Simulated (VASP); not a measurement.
# Tl (P6_3/mmc) in VASP: a series of runs

The runs below take Tl through single point, with PBEsol.

Program: VASP 6.6.1. These are calculated values, not measurements. Logs are shortened: lines on timing, memory, paths and dates and some standing lists are left out, and cuts for length are marked.

**1. Starting point**

Symmetry: P6_3/mmc, No. 194, hexagonal system. Conventional cell: a = 3.456 Å, b = 3.456 Å, c = 5.525 Å, α = 90.00°, β = 90.00°, γ = 120.00°. Around Tl (site symmetry -6m2) lie 12 Tl at 3.41 to 3.46 Å.

**2. Single point, PBEsol**

Contents of INCAR:

```
PREC = Accurate ; ENCUT = 550
EDIFF = 1E-6 ; ISMEAR = 1
SIGMA = 0.1 ; LREAL = F
LASPH = T ; NELM = 100
ALGO = Normal ; ISIF = 2
LWAVE = F ; LCHARG = F
GGA = PS ; NBANDS = 20
ADDGRID = F
```

Contents of KPOINTS:

```
Automatic mesh
0
Gamma
  12 12 6
```

Contents of POSCAR:

```
Tl
1.0
    3.4560000000      0.0000000000      0.0000000000
   -1.7280000000      2.9929837955      0.0000000000
    0.0000000000      0.0000000000      5.5250000000
Tl
2
Direct
    0.6666666667      0.3333333333      0.7500000000
    0.3333333333      0.6666666667      0.2500000000
```

Potentials or basis: VASP PAW PBE potentials, release 64 (Tl_d).

Launch:

```sh
> cat potpaw_PBE.64/Tl_d/POTCAR > POTCAR
> mpirun -np 1 vasp_std > vasp.out
```

OUTCAR:

```text
PREC = Accurate
   ENCUT = 550
   EDIFF = 1E-6
   ISMEAR = 1
   LREAL = F
   LASPH = T
   NELM = 100
   ISIF = 2
   GGA = PS

 Found     76 irreducible k-points:

 Following reciprocal coordinates:
            Coordinates               Weight
  0.000000  0.000000  0.000000      1.000000
  0.083333  0.000000  0.000000      6.000000
  0.166667  0.000000  0.000000      6.000000
  0.250000  0.000000  0.000000      6.000000
  0.333333  0.000000  0.000000      6.000000
  0.416667  0.000000  0.000000      6.000000
   k-points           NKPTS =     76   k-points in BZ     NKDIM =     76   number of bands    NBANDS=     20
   number of dos      NEDOS =    301   number of ions     NIONS =      2
   total plane-waves  NPLWV =  32928
   dimension x,y,z NGX =    28 NGY =   28 NGZ =   42
   dimension x,y,z NGXF=    56 NGYF=   56 NGZF=   84
   ions per type =               2
   NGX,Y,Z   is equivalent  to a cutoff of  13.47, 13.47, 12.64 a.u.
   NGXF,Y,Z  is equivalent  to a cutoff of  26.94, 26.94, 25.28 a.u.
 SYSTEM =  unknown system
   PREC   = accura    normal or accurate (medium, high low for compatibility)
   ISTART =      0    job   : 0-new  1-cont  2-samecut
   ICHARG =      2    charge: 1-file 2-atom 10-const
   ISPIN  =      1    spin polarized calculation?
   LNONCOLLINEAR =      F non collinear calculations
   LSORBIT =      F    spin-orbit coupling
   LASPH  =      T    aspherical Exc in radial PAW
   ENCUT  =  550.0 eV  40.42 Ry    6.36 a.u.   6.61  6.61 10.57*2*pi/ulx,y,z
   NELM   =    100;   NELMIN=  2; NELMDL= -5     # of ELM steps
   EDIFF  = 0.1E-05   stopping-criterion for ELM
   LREAL  =      F    real-space projection
   EDIFFG = 0.1E-04   stopping-criterion for IOM
   NSW    =      0    number of steps for IOM
   IBRION =     -1    ionic relax: 0-MD 1-quasi-New 2-CG
   NFREE  =      0    steps in history (QN), initial steepest desc. (CG)
   ISIF   =      2    stress and relaxation
   ISYM   =      2    0-nonsym 1-usesym 2-fastsym
   POTIM  = 0.5000    time-step for ionic-motion
   TEBEG  =    0.0;   TEEND  =   0.0 temperature during run
   PSTRESS=    0.0 pullay stress
   NELECT =      26.0000    total number of electrons
   NUPDOWN=      -1.0000    fix difference up-down
   EMIN   =  10.00;   EMAX   =-10.00  energy-range for DOS
   EFERMI =   0.00;   METHOD = LEGACY
   ISMEAR =     1;   SIGMA  =   0.10  broadening in eV -4-tet -1-fermi 0-gaus
   EFERMI_NEDOS =   21; number of points for ismear=-14 and -15
   IALGO  =     38    algorithm
   IMIX   =      4    mixing-type and parameters
     AMIX     =   0.40;   BMIX     =  1.00
     AMIX_MAG =   1.60;   BMIX_MAG =  1.00
  volume/ion in A,a.u.               =      28.57       192.83
  Fermi-wavevector in a.u.,A,eV,Ry     =   1.259107  2.379366 21.569987  1.585349
  Thomas-Fermi vector in A             =   2.392683
   LORBIT       =      0    0 simple, 1 ext, 2 COOP (PROOUT), +10 PAW based schemes
   GGA     = PS    functional components
   LHFCALC =     F    Hartree Fock is set to
   AEXX    =    0.0000 exact exchange contribution
   IVDW    =     0    specifies the selected vdW correction
   LEPSILON=     F    determine dielectric tensor
   LRPA    =     F    only Hartree local field effects (RPA)
 non-spin polarized calculation
 Methfessel and Paxton  Order N= 1 SIGMA  =   0.10
  energy-cutoff  :      550.00
  volume of cell :       57.15
 maximum number of plane-waves:      1713
 NGX is ok and might be reduce to    28
   NGX = 13   NGY = 13   NGZ = 21

 number of electron      26.0000004 magnetization

 Free energy of the ion-electron system (eV)
  ---------------------------------------------------
  ext. energy  EPLUGINS =         0.00000000
  ---------------------------------------------------
  free energy    TOTEN  =        -5.26652243 eV

  energy without entropy =       -5.26710989  energy(sigma->0) =       -5.26671825

 E-fermi :   6.3500     XC(G=0): -10.3691

 val. band max:        6.2890212141   @ k =   0.3333   0.1667   0.3333
 cond. band min:       6.3904687982   @ k =   0.2500   0.1667   0.0000
 fundamental gap:      0.1014475841
 Fermi energy:         6.3500417052

 k-point     1 :       0.0000    0.0000    0.0000
  band No.  band energies     occupation
      1      -5.3528      2.00000
      2      -5.1155      2.00000
      3      -5.1005      2.00000
      4      -5.1005      2.00000
      5      -5.0464      2.00000
      6      -5.0464      2.00000
      7      -4.9782      2.00000
      8      -4.9782      2.00000
      9      -4.6376      2.00000
     10      -4.6376      2.00000
     11      -3.6796      2.00000
     12       1.2772      2.00000
     13       3.5224      2.00000
     14      14.3653      0.00000
     15      14.3653      0.00000
     16      16.4487      0.00000
     17      16.4487      0.00000
     18      16.6515      0.00000
     19      17.1992      0.00000
     20      17.3084      0.00000

 k-point     2 :       0.0833    0.0000    0.0000
  band No.  band energies     occupation
      1      -5.3290      2.00000
      2      -5.1481      2.00000
      3      -5.0705      2.00000
      4      -5.0626      2.00000
      5      -5.0472      2.00000
      6      -5.0184      2.00000
      7      -4.9957      2.00000
      8      -4.9920      2.00000
      9      -4.6670      2.00000
     10      -4.6320      2.00000
     11      -3.5475      2.00000
     12       1.3599      2.00000
     13       3.6942      2.00000
     14      12.8796      0.00000
     15      13.7552      0.00000
     16      15.3243      0.00000
     17      16.7974      0.00000
     18      17.2324      0.00000
     19      17.3032      0.00000
     20      17.8574      0.00000

 k-point     3 :       0.1667    0.0000    0.0000
  band No.  band energies     occupation
      1      -5.3044      2.00000
      2      -5.1602      2.00000
      3      -5.0661      2.00000
      4      -5.0481      2.00000
      5      -5.0273      2.00000
      6      -4.9877      2.00000
      7      -4.9866      2.00000
      8      -4.9406      2.00000
      9      -4.7382      2.00000
     10      -4.6188      2.00000
     11      -3.1427      2.00000
     12       1.6122      2.00000
     13       4.1920      2.00000
     14      10.4910      0.00000
     15      12.7006      0.00000
     16      13.8550      0.00000
     17      16.1506      0.00000
     18      16.2105      0.00000
     19      16.7576      0.00000
     20      18.2256      0.00000

 k-point     4 :       0.2500    0.0000    0.0000
  band No.  band energies     occupation
      1      -5.3480      2.00000
      2      -5.1554      2.00000
      3      -5.1305      2.00000
      4      -5.0713      2.00000
      5      -5.0412      2.00000
      6      -4.8913      2.00000
      7      -4.8729      2.00000
      8      -4.8305      2.00000
      9      -4.8158      2.00000
     10      -4.6049      2.00000
     11      -2.4574      2.00000
     12       2.0310      2.00000
     13       4.9705      2.00000
     14       8.1798     -0.00000
     15      11.7088      0.00000
     16      11.8582      0.00000
     17      14.3513      0.00000
     18      15.3423      0.00000
     19      16.0599      0.00000
     20      17.3752      0.00000

 k-point     5 :       0.3333    0.0000    0.0000
  band No.  band energies     occupation
      1      -5.4100      2.00000
      2      -5.2216      2.00000
      3      -5.1945      2.00000
      4      -5.1119      2.00000
      5      -4.9744      2.00000
      6      -4.8758      2.00000
      7      -4.7856      2.00000
      8      -4.7567      2.00000
      9      -4.7147      2.00000
     10      -4.5942      2.00000
     11      -1.5046      2.00000
     12       2.5086      2.00000
     13       5.9651      2.00000
     14       6.2385      2.06665
     15       9.7822      0.00000
     16      10.9248      0.00000
     17      12.5666      0.00000
     18      14.8732      0.00000
     19      15.3079      0.00000
     20      16.7097      0.00000

 k-point     6 :       0.4167    0.0000    0.0000
  band No.  band energies     occupation
      1      -5.4566      2.00000
      2      -5.2908      2.00000
      3      -5.2305      2.00000
      4      -5.1400      2.00000
      5      -4.9266      2.00000
      6      -4.9122      2.00000
      7      -4.7035      2.00000
      8      -4.6711      2.00000
      9      -4.6258      2.00000
     10      -4.5880      2.00000
     11      -0.3378      2.00000
     12       2.4280      2.00000
     13       5.3569      2.00000
     14       7.0548     -0.00000
     15       7.9469     -0.00000
     16      10.4236      0.00000
     17      11.0003      0.00000
     18      14.6311      0.00000
     19      14.7884      0.00000
     20      16.3040      0.00000

 [... further k-points ...]
[... 5 lines left out ...]
  --------------------------------------------------------------------------------------
  -------------------------------------------------------------------------------------
  Total        0.1300638      0.1300638     -0.1622571      0.0000000     -0.0000000      0.0000000
  in kB        3.6463349      3.6463349     -4.5488739      0.0000000     -0.0000000      0.0000000
  external PRESSURE =       0.9145986 kB  Pullay stress =       0.0000000 kB

 VOLUME and BASIS-vectors are now :
 -----------------------------------------------------------------------------
  energy-cutoff  :      550.00
  volume of cell :       57.15
      direct lattice vectors                 reciprocal lattice vectors
     3.456000000  0.000000000  0.000000000     0.289351852  0.167057370  0.000000000
    -1.728000000  2.992983795  0.000000000     0.000000000  0.334114739  0.000000000
     0.000000000  0.000000000  5.525000000     0.000000000  0.000000000  0.180995475

 POSITION                                       TOTAL-FORCE (eV/Angst)
 -----------------------------------------------------------------------------------
      1.72800      0.99766      4.14375         0.000000     -0.000000      0.000000
     -0.00000      1.99532      1.38125        -0.000000      0.000000      0.000000
 -----------------------------------------------------------------------------------
    total drift:                               -0.000000      0.000000     -0.000000

  FREE ENERGIE OF THE ION-ELECTRON SYSTEM (eV)
  ---------------------------------------------------
  free  energy   TOTEN  =        -5.2665224324 eV

  energy  without entropy=       -5.2671098863  energy(sigma->0) =       -5.26671825
```

It took 36 s on 1 thread of Intel Xeon Platinum 8488C (Sapphire Rapids), shared host; peak memory 0.22 GiB.

The run converged, but some of its settings lie outside the range that counts as converged, so its numbers aren't taken as properties of the crystal.

Results:

```yaml
Free_energy: -5.2665 eV
Pressure: 0.1 GPa
Band_gap_on_the_k_mesh: none (metal or under the smearing width)
```

Caveat: the PAW data sets were made with another functional, which shifts forces and pressure a little.

(Part 1 of 3 ends here.)
